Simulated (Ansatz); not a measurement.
Reaction (substitution at a C–N bond): `CCN([SiH3])P` + `CCC(=O)O` → `CCOC(=O)CC` + `[SiH3]NP`

Program: Ansatz. Geometries: PBE0-D4/def2-TZVP. ΔE: electronic, gas phase. CBS: MP2 limit from def2 TZ/QZ plus the TZ coupled-cluster correction, frozen cores. DFT in def2-TZVPP. B3LYP here is the variant with VWN-RPA as its local correlation; programs differ in this. One conformer a species, not always the lowest.

Q: Is it downhill or uphill in electronic energy at CCSD(T)/CBS, and by how much? (Estimate.)

A: The calculation gave: Uphill: ΔE = +5.2 kJ/mol.

Q: What do these levels give: PBE0-D4, B3LYP-D4, ωB97X-V, B2PLYP, CCSD/def2-TZVPP, MP2/def2-QZVPP? (Estimate.)

A: Ansatz gave: PBE0-D4 7.3, B3LYP-D4 3.5, ωB97X-V 2.0, B2PLYP 0.2, CCSD/def2-TZVPP 3.5, MP2/def2-QZVPP 10.2 kJ/mol.

Largest T1 diagnostic among the species: 0.014.

The D4 term adds +7.9 kJ/mol with B3LYP and +4.3 kJ/mol with PBE0; it sums over pairs of atoms, weighted by their polarisabilities, and B3LYP, whose exchange is more repulsive, gets the larger term. In def2-TZVPP, CCSD(T) changes the Hartree–Fock value by +15.6 kJ/mol (the triples alone add +1.7 kJ/mol) and MP2 by +20.6 kJ/mol.
